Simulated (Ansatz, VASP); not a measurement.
Two plane-wave programs on Re

```
CELL_PARAMETERS angstrom
0.00000 2.16562 2.16562
2.16562 0.00000 2.16562
2.16562 2.16562 0.00000
ATOMIC_POSITIONS crystal
Re 0.87500 0.87500 0.87500
Re 0.12500 0.12500 0.12500
```

Change from the starting cell: volume scaled by 0.45, PAW files.

Alike in both runs: task single point; functional PBE; k mesh 12 × 12 × 12; occupations fermi-dirac, width 0.1 eV; no spin polarisation.

```csv
,VASP,Ansatz
version,VASP 6.6.1,Ansatz 0.2.0
potentials or method,"VASP PAW PBE potentials, release 64 (Re)","PAW with Ansatz's default frozen-core files, scalar-relativistic"
plane-wave cutoff (eV),520,420
valence electrons in the cell,14,30
```

|  | VASP | Ansatz | Ansatz less VASP |
| --- | --- | --- | --- |
| pressure (GPa) | 566.3 | 730.1 | +163.78 |

One of these differences is far larger than is usual between the two programs; its cause wasn't traced. The functional is the same, so the differences come from potentials, cutoffs and numerics. The two sets of potentials don't hold the same shells in valence.

Caveats: the cell as given lies far from equilibrium; so large a pressure means that the cell lies far from this level's equilibrium, or that cutoff or potentials fall short (VASP). Spin-orbit coupling is left out, which matters for the levels of Re.
